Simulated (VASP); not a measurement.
## Pb: single point with PBE

The system is Pb.

```xyz
2
Lattice="0.0000 3.1486 5.0507 1.8300 0.0000 5.0507 1.8300 3.1486 0.0000" Properties=species:S:1:pos:R:3 pbc="T T T"
Pb    1.8300    0.9015    5.0507
Pb    1.8300    5.3957    5.0507
```

The cell isn't the ideal one: C replaced by Pb, lengths x 1.553, strained and moved within the space group.

```
Program                : VASP 6.6.1
Task                   : single point
Functional             : PBE
Potentials or basis    : VASP PAW PBE potentials, release 64 (Pb_d)
Cutoff                 : 520 eV
k mesh                 : 6 × 6 × 6
Occupations            : gaussian, width 0.1 eV
Spin                   : no spin polarisation
Dipole correction      : no
Further INCAR settings : ALGO = Fast; EDIFF = 1e-06; NBANDS = 21
```

```yaml
Pressure: 162.5 GPa
Largest_force: 45.179 eV/Å
Band_gap_on_the_k_mesh: none (metal or under the smearing width)
```

Forces in eV/Å, atoms in the order of the input:
```
Pb    0.000  45.179   0.000
Pb    0.000 -45.179   0.000
```

Stress tensor (GPa, compression positive):
```
118.76   0.00   0.00
  0.00 369.34   0.00
  0.00   0.00  -0.62
```

Levels at points of the mesh, in eV from the Fermi level:
| k point | band 10 | band 11 | band 12 | band 13 | band 14 | band 15 | band 16 | band 17 | band 18 | band 19 |
| --- | --- | --- | --- | --- | --- | --- | --- | --- | --- | --- |
| (0.00, 0.00, 0.00) | -18.04 | -16.46 | -5.80 | 0.32 | 0.59 | 2.28 | 2.89 | 4.63 | 4.94 | 7.46 |
| (0.50, 0.00, 0.00) | -18.21 | -12.62 | -10.77 | -3.09 | -2.89 | 0.59 | 1.78 | 5.21 | 5.24 | 6.81 |
| (0.50, 0.50, 0.00) | -18.04 | -16.39 | -6.67 | 0.42 | 2.18 | 2.81 | 4.26 | 4.47 | 4.80 | 6.94 |
| (0.50, 0.00, 0.50) | -16.87 | -12.02 | -11.90 | -4.14 | -0.92 | -0.05 | 2.37 | 3.94 | 4.07 | 5.49 |
| (0.00, 0.50, 0.50) | -16.87 | -11.97 | -11.85 | -4.18 | -2.04 | -1.17 | 2.23 | 5.78 | 8.69 | 9.17 |

Run time: 84 s on 1 thread of Intel(R) Xeon(R) Platinum 8488C (Sapphire Rapids), with other jobs on the host, peak memory 0.24 GiB.

Caveat: the cell as given lies far from equilibrium; so large a pressure means that the cell lies far from this level's equilibrium, or that cutoff or potentials fall short; forces of over 1 eV/Å show positions far from the minimum, so gaps and moduli don't describe the material at rest. Spin-orbit coupling is left out, which matters for the levels of Pb.
